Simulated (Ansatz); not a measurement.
Two G0W0 runs on MoS2 (layers cut from the bulk crystal).

The cell holds 9 atoms: 6 S and 3 Mo. Cell: a = 3.116 Å, b = 3.116 Å, c = 52.600 Å, α = 90.0°, β = 90.0°, γ = 120.0°. It derives from MoS2. Regions: layer 1, 3 atoms (2 S and 1 Mo); layer 2, 3 atoms (2 S and 1 Mo); layer 3, 3 atoms (2 S and 1 Mo). Vacuum lies along c.

```xyz
9
Lattice="3.1159 0.0000 0.0000 -1.5579 2.6984 0.0000 0.0000 0.0000 52.6000" Properties=species:S:1:pos:R:3
S     1.9474    0.6746   18.9379
Mo   -1.1685    2.4736   20.5005
S     1.9474    0.6746   22.0623
S    -1.1685    2.4736   24.7406
Mo    0.3895    1.5741   26.2981
S    -1.1685    2.4736   27.8596
S     0.3895    1.5741   30.5384
Mo    1.9474    0.6746   32.0978
S     0.3895    1.5741   33.6621
```

The structure was relaxed with PBEsol-D3(BJ). The runs that relaxed it are not among those shown. PAW set soft_2, made with PBE.

The first (Ansatz 0.2.0; start PBEsol, 9×9×1 mesh, 588 empty bands, screening to 70 eV; 1 × NVIDIA H100 80GB HBM3 (shared by 6 runs) with 3 threads of AMD EPYC 7R13 (Zen 3), shared host) gave, on its mesh: starting gap 0.82 eV, G0W0 gap 1.29 eV, mean of 1 + 4πα/V (set by the cell height) 4.43, 3.6 min.

The second gave: starting gap 0.82 eV, G0W0 gap 1.23 eV, mean of 1 + 4πα/V (set by the cell height) 4.46, 96 s.

**Question.** What was changed in the input? Choose among start, files, mesh, bands and cutoff, frequency model or another key.

Changed: empty bands from 588 to 235 and screening cutoff (eV) from 70.0 to 38. The starting gap stayed, which rules out the functional and points to the GW step. Other changes could give like numbers; this is the one that was made.

Limits: not at the basis limit; coarse mesh for a sheet; no spin-orbit coupling.

[Paths, hosts, dates, memory and timing lines, banners, echoed tables and standing remarks are left out of the program output.]

[Logs are printed without paths, hosts, clocks, repeated set-up lines and the standing remarks that a program may print on its own settings, such as how far it seeks lower states.]

[Runs of the session that timed out or met a known fault of the program may be left out.]

[Cells called generated may have been cut or substituted from an entry of the Crystallography Open Database or the Materials Project.]

[Hosts, paths, dates, database ids (printed as entryN), source tags and the programs' standing remarks are cut or masked in the printed files.]
